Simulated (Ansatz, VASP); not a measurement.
## Pd in VASP and in Ansatz

The input INCAR:

```
SYSTEM = Pd
ALGO     = Normal         ! electronic algorithm
EDIFF    = 1E-6           ! SCF threshold, eV
ENCUT    = 520            ! plane-wave cutoff, eV
ISIF     = 2              ! what is computed and relaxed
ISMEAR   = 1              ! smearing method
LASPH    = .TRUE.         ! aspherical terms in the spheres
LCHARG   = .FALSE.        ! write CHGCAR
LREAL    = .FALSE.        ! projectors in reciprocal space
LWAVE    = .FALSE.        ! write WAVECAR
NBANDS   = 11             ! bands
NELM     = 100            ! most SCF steps
PREC     = Accurate       ! precision mode
SIGMA    = 0.03           ! smearing width, eV
```

Contents of KPOINTS:

```
k-points
0
G
  14 14 14
  0 0 0
```

The input POSCAR:

```
Pd
1.0
    0.0000000000      1.9211411165      1.9211411165
    1.9211411165      0.0000000000      1.9211411165
    1.9211411165      1.9211411165      0.0000000000
Pd
1
Direct
    0.0000000000      0.0000000000      0.0000000000
```

Input for Ansatz:

```yaml
crystal:
  lattice:
    - [0.0, 1.9211411165, 1.9211411165]
    - [1.9211411165, 0.0, 1.9211411165]
    - [1.9211411165, 1.9211411165, 0.0]
  atoms:
    - { symbol: Pd, position: [0.0, 0.0, 0.0] }
hamiltonian:
  xc: lda
  pseudopotentials:
    kind: paw
    azcp:
      Pd: "pseudopotentials/Pd.paw.azcp"
basis:
  ecutwfc: 420
  fft_grid_basis: typed
kpoints:
  mp_grid: { grid: [14, 14, 14], shift: [0, 0, 0] }
magnetization:
  spin_polarized: false
scf:
  occupations: { method: cold, width: 0.03 }
  lower_state_search: "off"
output:
  stress: true
  write_density: true
  write_potential: true
  elf: true
  volumetric_format: npy
```

Alike in both runs: task single point; functional LDA; k mesh 14 × 14 × 14; no spin polarisation.

|  | VASP | Ansatz |
| --- | --- | --- |
| version | VASP 6.6.1 | Ansatz 0.2.0 |
| potentials or method | VASP PAW LDA potentials, release 64 (Pd) | plane waves (420 eV) with PAW, scalar-relativistic |
| plane-wave cutoff (eV) | 520 | 420 |
| occupations | methfessel-paxton of order 1, width 0.03 eV | cold, width 0.03 eV |
| valence electrons in the cell | 10 | 18 |

VASP gave:

| Quantity | Value |
| --- | --- |
| pressure (GPa) | -0.2 |

Problem. Which values does Ansatz return?

Solution. Pressure (GPa): -0.5.

The two sets of potentials don't hold the same shells in valence. Ansatz warned: «pseudo_functional_mismatch».
